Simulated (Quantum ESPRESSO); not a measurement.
The system is KMgF3.

```xyz
5
Lattice="3.9859 0.0000 0.0000 0.0000 3.9859 0.0000 0.0000 0.0000 3.9859" Properties=species:S:1:pos:R:3 pbc="T T T"
K     1.9929    1.9929    1.9929
Mg    0.0000    0.0000    0.0000
F     0.0000    0.0000    1.9929
F     0.0000    1.9929    0.0000
F     1.9929    0.0000    0.0000
```

Base run:

| Property | Result |
| --- | --- |
| Program | Quantum ESPRESSO 7.5 |
| Functional | LDA |
| Potentials or basis | GBRV 1.5 LDA |
| Cutoff | 612 eV |
| Density cutoff | 4898 eV |
| k mesh | 7 × 7 × 7 |
| Occupations | fermi-dirac, width 0.05 eV |
| Spin | no spin polarisation |

Its results: band gap on the k mesh 6.99 eV, indirect (least direct gap 7.28 eV); pressure -4.6 GPa.

**Question.** The run is repeated on the same cell with these changes: functional from LDA to PBE; potentials or basis from GBRV 1.5 LDA to SSSP 1.3 efficiency PBE; cutoff from 612 eV to 816 eV; density cutoff from 4898 eV to 6531 eV; valence electrons from 40 to 32. What comes out?

**Answer.** Band gap on the k mesh 7.34 eV, indirect (least direct gap 7.63 eV); pressure 3.6 GPa.

Caveats: some levels on the path didn't converge (some runs).

A k mesh can miss the band edges.
